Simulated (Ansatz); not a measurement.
**Electron scattering at the twin(10-12) boundary in hcp Ru with Co (substitutional)**

Aim: the relaxed structure and the specific resistance of the twin(10-12) boundary in hcp Ru with Co (substitutional).

Calculated with Ansatz 0.2.0; Ansatz plane-wave DFT, PBE, PAW files, collinear spin; relaxation of a bicrystal slab with its lowest layers held; PAW set soft_1, in the first sound run; inputs show where later runs differ.

### 1. Set-up

The cell holds 25 atoms: 24 Ru and 1 Co. Cell: a = 6.348 Å, b = 2.706 Å, c = 30.744 Å, α = 90.0°, β = 90.0°, γ = 90.0°. It derives from Ru. built on the (1 0 2) plane; 1 overlapping atoms removed and the grains opened by 0.25 Å. Vacuum lies along c.

### 2. Relaxing the bicrystal

The boundary is built by mirroring the lower grain in the boundary plane and removing any atoms that overlap; then the Co is put in at the boundary. A thin bicrystal slab is relaxed first, with the lowest layers held and the upper grain free to shift and open.

input.yaml reads:

```yaml
crystal:
  lattice:
    - [6.3481279548, 0.0, 0.0]
    - [0.0, 2.7058, 0.0]
    - [0.0, 0.0, 30.7438509922]
  atoms:
    - { symbol: Ru, position: [0.112577786, 0.4166666667, 0.1626341476] }
    - { symbol: Ru, position: [0.4309007479, 0.9166666666, 0.1969083729] }
    - { symbol: Ru, position: [0.8400622288, 0.9166666667, 0.2140454855] }
    - { symbol: Ru, position: [0.1583851907, 0.4166666666, 0.2483197108] }
    - { symbol: Ru, position: [0.5675466716, 0.4166666667, 0.2654568235] }
    - { symbol: Ru, position: [0.8858696335, 0.9166666666, 0.2997310488] }
    - { symbol: Ru, position: [0.2950311144, 0.9166666667, 0.3168681614] }
    - { symbol: Ru, position: [0.6133540763, 0.4166666666, 0.3511423867] }
    - { symbol: Ru, position: [0.0225155572, 0.4166666667, 0.3682794994] }
    - { symbol: Ru, position: [0.3408385191, 0.9166666666, 0.4025537246] }
    - { symbol: Ru, position: [0.75, 0.9166666667, 0.4196908373] }
    - { symbol: Co, position: [0.0683229619, 0.4166666666, 0.4539650626], spin: 2.0 }
    - { symbol: Ru, position: [0.75, 0.9166666667, 0.4963709952] }
    - { symbol: Ru, position: [0.3408385191, 0.9166666666, 0.5135081079] }
    - { symbol: Ru, position: [0.0225155572, 0.4166666667, 0.5477823332] }
    - { symbol: Ru, position: [0.6133540763, 0.4166666666, 0.5649194458] }
    - { symbol: Ru, position: [0.2950311144, 0.9166666667, 0.5991936711] }
    - { symbol: Ru, position: [0.8858696335, 0.9166666666, 0.6163307838] }
    - { symbol: Ru, position: [0.5675466716, 0.4166666667, 0.6506050091] }
    - { symbol: Ru, position: [0.1583851907, 0.4166666666, 0.6677421217] }
    - { symbol: Ru, position: [0.8400622288, 0.9166666667, 0.702016347] }
    - { symbol: Ru, position: [0.4309007479, 0.9166666666, 0.7191534597] }
    - { symbol: Ru, position: [0.112577786, 0.4166666667, 0.7534276849] }
    - { symbol: Ru, position: [0.7034163051, 0.4166666666, 0.7705647976] }
    - { symbol: Ru, position: [0.3850933432, 0.9166666667, 0.8048390229] }
magnetization:
  spin_polarized: true
kpoints:
  mp_grid: { grid: [4, 9, 1] }
hamiltonian:
  xc: pbe
  pseudopotentials: { kind: paw, azcp: { folder: soft_1 } }
scf:
  occupations: { method: fermi_dirac, width: 0.1 }
relax:
  f_tol: 0.03
  max_steps: 80
  constraints: [{ sites: [0, 1, 2, 3] }]
```

Run with:

```console
$ ansatz run input.yaml --threads 8 --pin off --max-ram 15360MiB --backend cpu --events-out ev --progress --plain --runs-dir out
```

Numbers of over 12 decimals in the logs are rounded to 6 here.

The log of the run:

```text
Engine: ansatz 0.2.0, aarch64-unknown-linux-gnu
Pseudopotentials: kind: paw
Pseudopotential: Ru, paw, valence charge 16, recommended cutoff 420 eV (normal), soft_1/Ru.paw.azcp
Pseudopotential: Co, paw, valence charge 17, recommended cutoff 420 eV (normal), soft_1/Co.paw.azcp
Functional definition: PBE
  parameter kappa = 0.804
  parameter beta = 0.066725
  exchange = pbe_x(kappa = kappa, mu = beta*pi^2/3)
  correlation = pbe_c(beta = beta)
Crystal: 25 atoms, lattice volume = 528.080 Å³
Basis set: ecut = 420 eV, 10363 PW (Γ), exchange–correlation on 90×40×432 points (8 copies of the dense FFT grid, shifted against one another)
Bands: 242, of which v1, the nominal top of the filled ones, is band 201 counted from 1 (200 counted from 0)
Symmetry: 2 space group operations
Space group: Pm (ITA 6), of the structure as read, at distance tolerance 8.1e-5 Å
Magnetic group: BNS 6.18 (UNI 25), of the structure as read, at distance tolerance 8.1e-5 Å
k-points: 15 of 36 (time reversal used)
Non-local potential: Ru, projectors of the file, l = 0: 3, l = 1: 2, l = 2: 2, l = 3: 1
Non-local potential: Co, projectors of the file, l = 0: 3, l = 1: 2, l = 2: 3, l = 3: 1
PAW form: soft (Blöchl's): semilocal exchange-correlation on the pseudo side does not see the compensation charge
PAW one-centre angular grid: Ru, 590 points (default); XC on 64 Gauss nodes
PAW one-centre angular grid: Co, 590 points (default); XC on 64 Gauss nodes
Initial density: superposition of atomic densities (neutral atoms: chi_scale 0, normalization atom)
Starting moments: Σ|m| = 2 μB on 1 of 25 sites
Initial wavefunctions: pseudopotential atomic-orbital guess
Functional: x = pbe(κ = 0.804, μ = 0.219515), c = pbe(β = 0.066725)
SCF iter   1: F=—  HF=-146221.409340 eV  |F-HF|=—  |Δ(HF+E_count)|=         —  Δρ=4.79e-2 (↑4.73e-2 ↓4.79e-2)  dr2=1.25e2  dr2_m=1.62e-2  M=1.749 μB ∫|m|=2.076 μB  β_m=0.30  ethr=3.10e-3  ⟨swp⟩=7.3  Hψ=27943  notcnv=0  defer=16
Mixer restart at iter 1: flushing history
preconditioner: auto → LDOS  [metal: Δε(μ)=0.011 eV  Ē_g=4.953 eV  σ=0.100 eV  W_gap=0.03  n_scr=154 (ndim 8)  ℏωp=22.9 eV  f_vac=0.298  D(μ)=24.64/eV (n_scr^D=218)]
spin=Collinear: LDOS preconditioning applied to the charge; magnetization (m = ρ↑ − ρ↓) channel mixes plain (no charge-response kernel on spin).
SCF iter   2: F=—  HF=-146208.695410 eV  |F-HF|=—  |Δ(HF+E_count)|=    1.27e1  Δρ=2.27e-2 (↑2.24e-2 ↓2.27e-2)  dr2=3.59e1  dr2_m=7.61e-3  M=1.749 μB ∫|m|=2.118 μB  β_m=0.40  ethr=3.10e-3  ⟨swp⟩=2.1  Hψ=14218  notcnv=0  defer=59
SCF iter   3: F=—  HF=-146206.588581 eV  |F-HF|=—  |Δ(HF+E_count)|=    2.11e0  Δρ=6.23e-3 (↑5.99e-3 ↓6.23e-3)  dr2=1.35e0  dr2_m=3.28e-3  M=1.697 μB ∫|m|=2.184 μB  β_m=0.47  ethr=3.10e-3  ⟨swp⟩=2.3  Hψ=11586  notcnv=0  defer=59
SCF iter   4: F=—  HF=-146206.662418 eV  |F-HF|=—  |Δ(HF+E_count)|=   7.38e-2  Δρ=3.35e-3 (↑2.09e-3 ↓3.35e-3)  dr2=1.45e-1  dr2_m=7.03e-3  M=1.640 μB ∫|m|=2.177 μB  β_m=0.52  ethr=3.37e-4  ⟨swp⟩=2.0  Hψ=12437  notcnv=0  defer=68
SCF iter   5: F=—  HF=-146206.724553 eV  |F-HF|=—  |Δ(HF+E_count)|=         —  Δρ=4.42e-3 (↑3.41e-3 ↓4.42e-3)  dr2=3.71e-2  dr2_m=7.24e-2  M=1.469 μB ∫|m|=2.031 μB  β_m=0.52  ethr=3.62e-5  ⟨swp⟩=2.0  Hψ=13006  notcnv=0  defer=68
SCF iter   6: F=—  HF=-146206.730145 eV  |F-HF|=—  |Δ(HF+E_count)|=   5.59e-3  Δρ=3.14e-3 (↑2.03e-3 ↓3.14e-3)  dr2=1.12e-2  dr2_m=3.18e-2  M=1.441 μB ∫|m|=2.002 μB  β_m=0.76  ethr=9.24e-6  ⟨swp⟩=2.1  Hψ=10038  notcnv=0  defer=68
SCF iter   7: F=—  HF=-146206.742811 eV  |F-HF|=—  |Δ(HF+E_count)|=   1.27e-2  Δρ=1.53e-3 (↑1.53e-3 ↓7.40e-4)  dr2=2.58e-2  dr2_m=3.67e-3  M=1.383 μB ∫|m|=1.943 μB  β_m=0.56  ethr=2.79e-6  ⟨swp⟩=2.8  Hψ=15707  notcnv=0  defer=68
SCF iter   8: F=—  HF=-146206.735603 eV  |F-HF|=—  |Δ(HF+E_count)|=   7.21e-3  Δρ=2.01e-4 (↑2.01e-4 ↓1.13e-4)  dr2=7.81e-4  dr2_m=5.61e-5  M=1.379 μB ∫|m|=1.939 μB  β_m=0.67  ethr=2.79e-6  ⟨swp⟩=2.3  Hψ=13841  notcnv=0  defer=68
SCF iter   9: F=—  HF=-146206.735529 eV  |F-HF|=—  |Δ(HF+E_count)|=   7.41e-5  Δρ=7.44e-5 (↑7.44e-5 ↓6.35e-5)  dr2=1.42e-4  dr2_m=3.48e-6  M=1.379 μB ∫|m|=1.939 μB  β_m=0.61  ethr=1.95e-7  ⟨swp⟩=2.0  Hψ=11864  notcnv=0  defer=68
SCF iter  10: F=—  HF=-146206.735529 eV  |F-HF|=—  |Δ(HF+E_count)|=   1.79e-7  Δρ=4.22e-5 (↑2.79e-5 ↓4.22e-5)  dr2=4.68e-6  dr2_m=5.45e-6  M=1.379 μB ∫|m|=1.939 μB  β_m=0.68  ethr=3.53e-8  ⟨swp⟩=3.0  Hψ=13819  notcnv=0  defer=68
SCF iter  11: F=—  HF=-146206.735531 eV  |F-HF|=—  |Δ(HF+E_count)|=   1.73e-6  Δρ=5.29e-5 (↑2.27e-5 ↓5.29e-5)  dr2=4.61e-5  dr2_m=1.70e-6  M=1.379 μB ∫|m|=1.940 μB  β_m=0.75  ethr=1.17e-9  ⟨swp⟩=2.8  Hψ=14916  notcnv=0  defer=68
SCF iter  12: F=-146206.735512 eV  HF=-146206.735531 eV  |F-HF|=1.86e-5  |Δ(HF+E_count)|=   5.24e-9  Δρ=3.65e-5 (↑1.17e-5 ↓3.65e-5)  dr2=1.98e-5  dr2_m=1.11e-6  M=1.379 μB ∫|m|=1.940 μB  ethr=1.17e-9  ⟨swp⟩=1.4  Hψ=18897  notcnv=0
SCF 1 converged in 12 iterations: F = -146206.735512 eV  dr2 = 1.98e-5
  greatest PAW one-centre occupation: 1.001 electrons in one spin orbital (limit 2), on the Co atom at site 11 (counted from 0), in its partial waves of l = 1
relax step   1: F+E_penalty+E_count = -146206.73551198 eV  Δ(F+E_penalty+E_count) = +0.000e0 eV  max|allowed force component| = 1.547e0 eV/Å  Δτ_max = 0.0000 Å  (12 SCF iters, dr2 threshold 2.25e-5 eV, accepted)
Initial density: handed on by an earlier stage of this run
Starting moments: Σ|m| = 2 μB on 1 of 25 sites; this step starts from the density that it was given
Initial wavefunctions: those handed on with the density
iter 1 solved again at ethr=9.43e-4 eV; its pass at ethr=3.10e-3 eV (dr2=3.78e0 eV) is discarded
SCF iter   1: F=—  HF=-146207.302056 eV  |F-HF|=—  |Δ(HF+E_count)|=         —  Δρ=8.04e-3 (↑7.40e-3 ↓8.04e-3)  dr2=3.81e0  dr2_m=6.87e-2  M=1.225 μB ∫|m|=1.768 μB  β_m=0.30  ethr=9.43e-4  ⟨swp⟩=1.0  Hψ=27110  notcnv=0  defer=57
preconditioner: auto → LDOS  [metal: Δε(μ)=0.006 eV  Ē_g=4.551 eV  σ=0.100 eV  W_gap=0.01  n_scr=154 (ndim 8)  ℏωp=22.9 eV  f_vac=0.303  D(μ)=27.08/eV (n_scr^D=252)]
spin=Collinear: LDOS preconditioning applied to the charge; magnetization (m = ρ↑ − ρ↓) channel mixes plain (no charge-response kernel on spin).
SCF iter   2: F=—  HF=-146207.197268 eV  |F-HF|=—  |Δ(HF+E_count)|=   1.05e-1  Δρ=5.34e-3 (↑4.83e-3 ↓5.34e-3)  dr2=1.74e0  dr2_m=3.92e-2  M=1.211 μB ∫|m|=1.752 μB  β_m=0.53  ethr=9.43e-4  ⟨swp⟩=1.0  Hψ=7261  notcnv=0  defer=70
SCF iter   3: F=—  HF=-146207.153226 eV  |F-HF|=—  |Δ(HF+E_count)|=   4.40e-2  Δρ=1.43e-3 (↑1.43e-3 ↓1.25e-3)  dr2=1.63e-2  dr2_m=7.10e-3  M=1.159 μB ∫|m|=1.688 μB  β_m=0.54  ethr=4.34e-4  ⟨swp⟩=1.6  Hψ=8460  notcnv=0  defer=74
[...]
relax step   6: F+E_penalty+E_count = -146207.41862106 eV  Δ(F+E_penalty+E_count) = -2.080e-3 eV  max|allowed force component| = 4.627e-2 eV/Å  Δτ_max = 0.0208 Å  (8 SCF iters, dr2 threshold 3.85e-6 eV, accepted)
SCF iter   1: F=—  HF=-146207.418230 eV  |F-HF|=—  |Δ(HF+E_count)|=         —  Δρ=2.72e-4 (↑2.66e-4 ↓2.72e-4)  dr2=3.35e-3  dr2_m=4.15e-5  M=0.677 μB ∫|m|=0.972 μB  β_m=0.65  ethr=6.96e-6  ⟨swp⟩=2.1  Hψ=12792  notcnv=0  defer=82
preconditioner: auto → LDOS  [metal: Δε(μ)=0.001 eV  Ē_g=4.589 eV  σ=0.100 eV  W_gap=0.00  n_scr=86 (ndim 8)  ℏωp=22.9 eV  f_vac=0.310  D(μ)=26.91/eV (n_scr^D=252)]
spin=Collinear: LDOS preconditioning applied to the charge; magnetization (m = ρ↑ − ρ↓) channel mixes plain (no charge-response kernel on spin).
SCF iter   2: F=—  HF=-146207.418877 eV  |F-HF|=—  |Δ(HF+E_count)|=   6.47e-4  Δρ=9.62e-5 (↑9.57e-5 ↓9.62e-5)  dr2=5.85e-4  dr2_m=4.99e-6  M=0.678 μB ∫|m|=0.972 μB  β_m=0.50  ethr=8.36e-7  ⟨swp⟩=2.2  Hψ=10752  notcnv=0  defer=82
SCF iter   3: F=—  HF=-146207.418867 eV  |F-HF|=—  |Δ(HF+E_count)|=   1.04e-5  Δρ=3.73e-5 (↑3.73e-5 ↓3.15e-5)  dr2=6.92e-5  dr2_m=7.21e-7  M=0.678 μB ∫|m|=0.972 μB  β_m=0.50  ethr=1.46e-7  ⟨swp⟩=1.7  Hψ=9347  notcnv=0  defer=82
SCF iter   4: F=—  HF=-146207.418866 eV  |F-HF|=—  |Δ(HF+E_count)|=   8.15e-7  Δρ=1.27e-5 (↑9.09e-6 ↓1.27e-5)  dr2=3.12e-6  dr2_m=4.46e-8  M=0.678 μB ∫|m|=0.972 μB  β_m=0.47  ethr=1.73e-8  ⟨swp⟩=2.0  Hψ=10395  notcnv=0  defer=82
SCF iter   5: F=—  HF=-146207.418866 eV  |F-HF|=—  |Δ(HF+E_count)|=   7.28e-8  Δρ=6.78e-6 (↑4.81e-6 ↓6.78e-6)  dr2=3.38e-7  dr2_m=1.13e-7  M=0.677 μB ∫|m|=0.972 μB  β_m=0.61  ethr=7.77e-10  ⟨swp⟩=2.4  Hψ=12524  notcnv=0  defer=82
SCF iter   6: F=—  HF=-146207.418866 eV  |F-HF|=—  |Δ(HF+E_count)|=   3.69e-8  Δρ=4.34e-6 (↑3.09e-6 ↓4.34e-6)  dr2=8.03e-8  dr2_m=6.00e-8  M=0.677 μB ∫|m|=0.972 μB  β_m=0.71  ethr=8.44e-11  ⟨swp⟩=3.2  Hψ=13657  notcnv=0  defer=82
SCF iter   7: F=—  HF=-146207.418866 eV  |F-HF|=—  |Δ(HF+E_count)|=   8.67e-9  Δρ=3.95e-6 (↑3.95e-6 ↓2.41e-6)  dr2=1.94e-7  dr2_m=3.48e-9  M=0.677 μB ∫|m|=0.972 μB  β_m=0.86  ethr=2.00e-11  ⟨swp⟩=2.8  Hψ=15038  notcnv=0  defer=82
SCF iter   8: F=—  HF=-146207.418866 eV  |F-HF|=—  |Δ(HF+E_count)|=   1.55e-8  Δρ=3.35e-6 (↑3.13e-6 ↓3.35e-6)  dr2=3.27e-7  dr2_m=1.76e-10  M=0.677 μB ∫|m|=0.972 μB  β_m=0.72  ethr=2.00e-11  ⟨swp⟩=2.8  Hψ=14958  notcnv=0  defer=82
SCF iter   9: F=-146207.418866 eV  HF=-146207.418866 eV  |F-HF|=2.10e-8  |Δ(HF+E_count)|=   2.34e-8  Δρ=1.13e-6 (↑7.44e-7 ↓1.13e-6)  dr2=2.26e-8  dr2_m=3.04e-10  M=0.677 μB ∫|m|=0.971 μB  ethr=2.00e-11  ⟨swp⟩=2.3  Hψ=23837  notcnv=0
SCF 7 converged in 9 iterations: F = -146207.418866 eV  dr2 = 2.26e-8
relax step   7: F+E_penalty+E_count = -146207.41886590 eV  Δ(F+E_penalty+E_count) = -2.448e-4 eV  max|allowed force component| = 9.541e-3 eV/Å  Δτ_max = 0.0066 Å  (9 SCF iters, accepted)
SCF converged after 9 iterations
Magnetization: 0.6771 μB (200.8385 up, 200.1615 down)
Absolute magnetization: 0.9781 μB (∫|ρ↑−ρ↓|, with the PAW one-centre terms)
Spin contamination: 0.1928 ħ² per cell (⟨S²⟩ above its minimum at these occupations)
Per-site moments (μB) at R_I (Å): [(-0.00790931, 1.093251), (0.00566449, 1.089332), (-0.00228291, 1.088768), (-0.000433419, 1.090956), (-0.000941877, 1.083764), (-0.00493746, 1.083764), (-0.00203057, 1.086374), (-0.0079714, 1.059710), (0.00665982, 1.068878), (0.014601, 1.052862), (0.011671, 0.971672), (0.712706, 1.052862), (0.011933, 0.971672), (0.00721505, 1.054424), (0.0062932, 1.068847), (-0.010880, 1.062613), (-0.00421127, 1.086038), (-0.00400967, 1.086038), (-0.0037585, 1.088750), (-0.00268649, 1.089000), (-0.00244033, 1.088626), (0.000295173, 1.031079), (-0.00371811, 1.075509), (-0.00426011, 1.075890), (0.00100097, 1.031079)]
Free energy (F): -146207.418866 eV
Harris-Foulkes:  -146207.418866 eV  (|F-HF|=2.10e-8)
Internal energy: -146206.529791 eV  (E = F + TS)
E sigma→0 (E₀):  -146206.974328 eV
Entropy (-TS):   -0.889075 eV (-35.563 meV/atom)
Fermi energy:    13.152124 eV
--- Per-component energies (eV) ---
  E_band       = -5549.654325
  E_kinetic    = 11312.093942
  E_local      = -552042.004616  (includes V_loc(G=0)·N_el)
  E_nonlocal   = 10352.598637
  E_hartree    = 268755.623690
  E_xc         = -4157.767110
  E_vxc        = -5258.379011  (∫ρ·V_xc dr)
  E_paw        = -85611.506974  (= ΣΔE_a)
  E_vpaw       = -7425.176662  (= ΣTr[D̂ρ^β])
  E_aug_tail   = 0.015356  (compensation charges beyond the density's cutoff)
  E_ewald      = 205184.417284
  E_smearing   = -0.889075  (= −TS)
  E_closure    = -0.000000  (closes the sum)
  Σ components = -146207.418866   (vs F -146207.418866, Δ=0.00e0)
--- Forces (eV/Å), atoms counted from 1 ---
  atom   1  Ru     0.09987187     0.00000000     1.44606406
  atom   2  Ru    -0.57652364     0.00000000    -0.04781988
  atom   3  Ru     0.38650227     0.00000000    -0.43804887
  atom   4  Ru     0.08374555     0.00000000    -0.96526863
  atom   5  Ru    -0.00034952     0.00000000    -0.00011812
  atom   6  Ru     0.00601024     0.00000000    -0.00207492
  atom   7  Ru    -0.00635037     0.00000000    -0.00088737
  atom   8  Ru     0.00268013     0.00000000    -0.00227655
  atom   9  Ru     0.00499007     0.00000000     0.00694313
  atom  10  Ru     0.00464973     0.00000000     0.00586291
  atom  11  Ru    -0.00202255     0.00000000    -0.00087700
  atom  12  Co    -0.00054982     0.00000000    -0.00559644
  atom  13  Ru    -0.00275292     0.00000000    -0.00246711
  atom  14  Ru     0.00034283     0.00000000     0.00811723
  atom  15  Ru    -0.00223547     0.00000000     0.00734799
  atom  16  Ru    -0.00237874     0.00000000    -0.00954054
  atom  17  Ru    -0.00015946     0.00000000     0.00226058
  atom  18  Ru     0.00260093     0.00000000     0.00588780
  atom  19  Ru    -0.00039959     0.00000000    -0.00553933
  atom  20  Ru    -0.00154293     0.00000000    -0.00253148
  atom  21  Ru     0.00004375     0.00000000     0.00117799
  atom  22  Ru     0.00353163     0.00000000    -0.00104907
  atom  23  Ru    -0.00027183     0.00000000     0.00058899
  atom  24  Ru     0.00039501     0.00000000     0.00058922
  atom  25  Ru     0.00012583     0.00000000    -0.00074531
  max |Σ_I F_I| component: 4.70e-5 eV/Å
--- Relaxed structure (7 steps of the walk, 7 accepted, 0 SCFs on fresh bases) ---
  F+E_penalty+E_count = -146207.41886590 eV   max|allowed force component| = 9.541e-3 eV/Å
  atoms:
    - { symbol: Ru, position: [0.112577786, 0.416667, 0.162634] }
    - { symbol: Ru, position: [0.4309007479, 0.916667, 0.196908] }
    - { symbol: Ru, position: [0.840062, 0.916667, 0.214045] }
    - { symbol: Ru, position: [0.158385, 0.416667, 0.248320] }
    - { symbol: Ru, position: [0.567291, 0.416667, 0.265090] }
    - { symbol: Ru, position: [0.880522, 0.916667, 0.299491] }
    - { symbol: Ru, position: [0.290223, 0.916667, 0.317042] }
    - { symbol: Ru, position: [0.605935, 0.416667, 0.350985] }
    - { symbol: Ru, position: [0.025115, 0.416667, 0.369969] }
    - { symbol: Ru, position: [0.335415, 0.916667, 0.408347] }
    - { symbol: Ru, position: [0.750984, 0.916667, 0.415397] }
    - { symbol: Co, position: [0.074395, 0.416667, 0.453637] }
    - { symbol: Ru, position: [0.749210, 0.916667, 0.492016] }
    - { symbol: Ru, position: [0.333845, 0.916667, 0.499533] }
    - { symbol: Ru, position: [0.022914, 0.416667, 0.537246] }
    - { symbol: Ru, position: [0.602362, 0.416667, 0.556551] }
    - { symbol: Ru, position: [0.286960, 0.916667, 0.590969] }
    - { symbol: Ru, position: [0.879863, 0.916667, 0.607333] }
    - { symbol: Ru, position: [0.563407, 0.416667, 0.642025] }
    - { symbol: Ru, position: [0.152337, 0.416667, 0.659266] }
    - { symbol: Ru, position: [0.835706, 0.916667, 0.693592] }
    - { symbol: Ru, position: [0.425120, 0.916667, 0.712235] }
    - { symbol: Ru, position: [0.111000, 0.416667, 0.746176] }
    - { symbol: Ru, position: [0.695217, 0.416667, 0.761347] }
    - { symbol: Ru, position: [0.379119, 0.916667, 0.792982] }
```

Wall time 19 min (8 threads of Arm Neoverse N1, shared host); peak memory 5.9 GiB.

Relaxation path:

| step | energy less that of the first step (eV) | largest force component (eV/Å) |
| --- | --- | --- |
| 1 | 0.0000 | 1.5467 |
| 2 | -0.4156 | 1.2575 |
| 3 | -0.6366 | 0.3392 |
| 4 | -0.6704 | 0.2092 |
| 5 | -0.6810 | 0.1139 |
| 6 | -0.6831 | 0.0463 |
| 7 | -0.6834 | 0.0095 |

The run keeps the 2 symmetry operations that it works with, so distortions that break them were not tested.

The atoms that moved most (Å):

| atom | dx | dy | dz | length |
| --- | --- | --- | --- | --- |
| Ru14 | -0.044 | 0.000 | -0.430 | 0.432 |
| Ru25 | -0.038 | 0.000 | -0.365 | 0.367 |
| Ru15 | 0.003 | 0.000 | -0.324 | 0.324 |
| Ru24 | -0.052 | 0.000 | -0.283 | 0.288 |
| Ru18 | -0.038 | 0.000 | -0.277 | 0.279 |
| Ru16 | -0.070 | 0.000 | -0.257 | 0.267 |
| Ru19 | -0.026 | 0.000 | -0.264 | 0.265 |
| Ru20 | -0.038 | 0.000 | -0.261 | 0.263 |

The relaxed structure:

```cif
data_structure
_symmetry_space_group_name_H-M 'P 1'
_symmetry_Int_Tables_number 1
_cell_length_a 6.3481
_cell_length_b 2.7058
_cell_length_c 30.7439
_cell_angle_alpha 90.000
_cell_angle_beta 90.000
_cell_angle_gamma 90.000
_cell_volume 528.08
loop_
_atom_site_label
_atom_site_type_symbol
_atom_site_fract_x
_atom_site_fract_y
_atom_site_fract_z
_atom_site_occupancy
Ru1 Ru 0.11258 0.41667 0.16263 1
Ru2 Ru 0.43090 0.91667 0.19691 1
Ru3 Ru 0.84006 0.91667 0.21405 1
Ru4 Ru 0.15839 0.41667 0.24832 1
Ru5 Ru 0.56729 0.41667 0.26509 1
Ru6 Ru 0.88052 0.91667 0.29949 1
Ru7 Ru 0.29022 0.91667 0.31704 1
Ru8 Ru 0.60594 0.41667 0.35098 1
Ru9 Ru 0.02511 0.41667 0.36997 1
Ru10 Ru 0.33541 0.91667 0.40835 1
Ru11 Ru 0.75098 0.91667 0.41540 1
Co12 Co 0.07439 0.41667 0.45364 1
Ru13 Ru 0.74921 0.91667 0.49202 1
Ru14 Ru 0.33385 0.91667 0.49953 1
Ru15 Ru 0.02291 0.41667 0.53725 1
Ru16 Ru 0.60236 0.41667 0.55655 1
Ru17 Ru 0.28696 0.91667 0.59097 1
Ru18 Ru 0.87986 0.91667 0.60733 1
Ru19 Ru 0.56341 0.41667 0.64202 1
Ru20 Ru 0.15234 0.41667 0.65927 1
Ru21 Ru 0.83571 0.91667 0.69359 1
Ru22 Ru 0.42512 0.91667 0.71223 1
Ru23 Ru 0.11100 0.41667 0.74618 1
Ru24 Ru 0.69522 0.41667 0.76135 1
Ru25 Ru 0.37912 0.91667 0.79298 1
```

Numbers from this step:

```
free energy             : -146207.4189 eV
energy at zero smearing : -146206.9743 eV
Fermi energy            : 13.15 eV
magnetization           : 0.6771 μB
absolute magnetization  : 0.9781 μB
```

The largest force component on a free atom ends at 0.0095 eV/Å, under the tolerance of 0.03, after 7 steps.

[end of part 1 of 2]

[Logs are printed without paths, hosts, clocks, repeated set-up lines and the standing remarks that a program may print on its own settings, such as how far it seeks lower states.]

[Hosts, paths, dates, database ids (printed as entryN), source tags and the programs' standing remarks are cut or masked in the printed files.]
